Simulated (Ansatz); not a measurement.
Relaxed bulk AlP:

```yaml
crystal:
  lattice:
    - [0.00000, -2.73517, -2.73517]
    - [2.73517, 0.00000, -2.73517]
    - [2.73517, -2.73517, 0.00000]
  atoms:
    - { symbol: P, position: [0.50000, 0.50000, 0.50000] }
    - { symbol: Al, position: [0.75000, 0.75000, 0.75000] }
```

Miller indices refer to the conventional cell of F-43m (No. 216), a = 5.470 Å, b = 5.470 Å, c = 5.470 Å, α = 90.00°, β = 90.00°, γ = 90.00°. The bulk's gap is 1.45 eV.

The (210) slab of 21 planes, 12.2 Å thick with 15 Å of vacuum as cut; outer planes P (top) and P (bottom).

These are results of DFT PBEsol, scalar-relativistic, plane waves, PAW (Ansatz 0.2.0), not measurements. Cutoff 420 eV; k points 6×5×1 on the computed 21-atom cell (Γ-centred); Gaussian smearing, width 0.05 eV; no spin polarisation. A dipole correction removes the field between periodic images along c.

The slab isn't stoichiometric (Al10P11), so its surface energy depends on the chemical potentials; it is given with the excess atoms taken from the element's standard state, a limit at which the compound may itself be unstable, so the figure can be too low. This cut of an insulator is polar or leaves open shells, so the slab is metallic here; real surfaces compensate by reconstruction or adsorbates. The slab's middle planes relax by over 3 % too, so it holds no bulk-like region.

Results for the relaxed slab:

```yaml
Surface_energy_with_the_excess_atoms_taken_from_the_elements: 1.45 J/m²
Gap_of_the_slab_on_the_mesh: none (metal or semimetal)
Work_function: 4.90 eV (top), 4.87 eV (bottom)
Dipole_of_the_slab_along_+c_per_cell: -0.01 e·Å
```

Relaxation lowers the energy by 0.520 J/m² a face; the largest move is 1.052 Å.

```
plane (bottom to top) atoms spacing to next, bulk (Å) relaxed (Å) change (%)
                    1      P                      0.612        0.818       +33.7
                    2     Al                      0.612        0.063       -89.8
                    3      P                      0.612        0.663        +8.5
                    4     Al                      0.612        0.618        +1.1
                    5      P                      0.612        0.690       +12.8
                    6     Al                      0.612        0.689       +12.6
                    7      P                      0.612        0.469       -23.4
                    8     Al                      0.612        0.607        -0.8
                    9      P                      0.612        0.762       +24.6
                   10     Al                      0.612        0.520       -15.0
                   11      P                      0.612        0.521       -14.7
                   12     Al                      0.612        0.761       +24.4
                   13      P                      0.612        0.607        -0.7
                   14     Al                      0.612        0.469       -23.3
                   15      P                      0.612        0.689       +12.7
                   16     Al                      0.612        0.685       +12.0
                   17      P                      0.612        0.622        +1.7
                   18     Al                      0.612        0.664        +8.6
                   19      P                      0.612        0.059       -90.3
                   20     Al                      0.612        0.818       +33.7
                   21      P
```